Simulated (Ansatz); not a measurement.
# Cu: the cost of one run

Program: Ansatz 0.2.0. Level of theory: DFT PBE, scalar-relativistic, plane waves, PAW, and further levels as typed in the inputs. These are calculated values, not measurements.

## 1. The structure to begin with

The structure is trigonal, space group P3m1 (No. 156). The conventional cell has a = 2.556 Å, b = 2.556 Å, c = 28.436 Å, α = 90.00°, β = 90.00°, γ = 120.00°. Cu (site symmetry 3m) has 9 Cu at 2.56 Å as nearest neighbours. Around Cu (site symmetry 3m) lie 12 Cu at 2.56 Å. Cu (site symmetry 3m) is surrounded by 12 Cu at 2.55 to 2.56 Å. Cu (site symmetry 3m) has 9 Cu at 2.55 to 2.56 Å as nearest neighbours.

Structure file:

```cif
data_structure
_symmetry_space_group_name_H-M 'P3m1'
_symmetry_Int_Tables_number 156
_cell_length_a 2.5562
_cell_length_b 2.5562
_cell_length_c 28.4356
_cell_angle_alpha 90.000
_cell_angle_beta 90.000
_cell_angle_gamma 120.000
_cell_volume 160.91
loop_
_atom_site_label
_atom_site_type_symbol
_atom_site_symmetry_multiplicity
_atom_site_Wyckoff_symbol
_atom_site_fract_x
_atom_site_fract_y
_atom_site_fract_z
_atom_site_occupancy
Cu1 Cu 1 c 0.66667 0.33333 0.31650 1
Cu2 Cu 1 b 0.33333 0.66667 0.38990 1
Cu3 Cu 1 a 0.00000 0.00000 0.46330 1
Cu4 Cu 1 c 0.66667 0.33333 0.53670 1
Cu5 Cu 1 b 0.33333 0.66667 0.60998 1
Cu6 Cu 1 a 0.00000 0.00000 0.68300 1
```

## 2. Single point: Cu24 slab, no spin

A dipole layer in the vacuum cancels the field that periodic copies would set up if the slab's two faces differ.

input.yaml reads:

```yaml
crystal:
  lattice:
    - [5.112382, 0.0, 0.0]
    - [2.556191, 4.427453, 0.0]
    - [0.0, 0.0, 28.435606]
  atoms:
    - { symbol: Cu, position: [0.166667, 0.166667, 0.316505] }
    - { symbol: Cu, position: [0.666667, 0.166667, 0.316505] }
    - { symbol: Cu, position: [0.166667, 0.666667, 0.316505] }
    - { symbol: Cu, position: [0.666667, 0.666667, 0.316505] }
    - { symbol: Cu, position: [-0.166667, 0.333333, 0.389903] }
    - { symbol: Cu, position: [0.333333, 0.333333, 0.389903] }
    - { symbol: Cu, position: [-0.166667, 0.833333, 0.389903] }
    - { symbol: Cu, position: [0.333333, 0.833333, 0.389903] }
    - { symbol: Cu, position: [0.0, 0.0, 0.463301] }
    - { symbol: Cu, position: [0.5, 0.0, 0.463301] }
    - { symbol: Cu, position: [0.0, 0.5, 0.463301] }
    - { symbol: Cu, position: [0.5, 0.5, 0.463301] }
    - { symbol: Cu, position: [0.166667, 0.166667, 0.536699] }
    - { symbol: Cu, position: [0.666667, 0.166667, 0.536699] }
    - { symbol: Cu, position: [0.166667, 0.666667, 0.536699] }
    - { symbol: Cu, position: [0.666667, 0.666667, 0.536699] }
    - { symbol: Cu, position: [-0.166667, 0.333333, 0.609976] }
    - { symbol: Cu, position: [0.333333, 0.333333, 0.609976] }
    - { symbol: Cu, position: [-0.166667, 0.833333, 0.609976] }
    - { symbol: Cu, position: [0.333333, 0.833333, 0.609976] }
    - { symbol: Cu, position: [0.0, 0.0, 0.682996] }
    - { symbol: Cu, position: [0.5, 0.0, 0.682996] }
    - { symbol: Cu, position: [0.0, 0.5, 0.682996] }
    - { symbol: Cu, position: [0.5, 0.5, 0.682996] }
scf:
  occupations: { method: gaussian, width: 0.1 }
output:
  forces: true
hamiltonian:
  xc: pbe
kpoints:
  mp_grid: { grid: [12, 12, 1] }
efield:
  axis: 3
  dipole_correction: true
```

Started as:

```bash
$ ansatz run input.yaml --threads 8 --pin off --max-ram 15360MiB --backend cpu --events-out ev --progress --plain --runs-dir out
```

Q: Estimate wall time and peak memory on 8 threads of Arm Neoverse N1, shared host.

About 98 s, with a peak of 6.6 GiB.
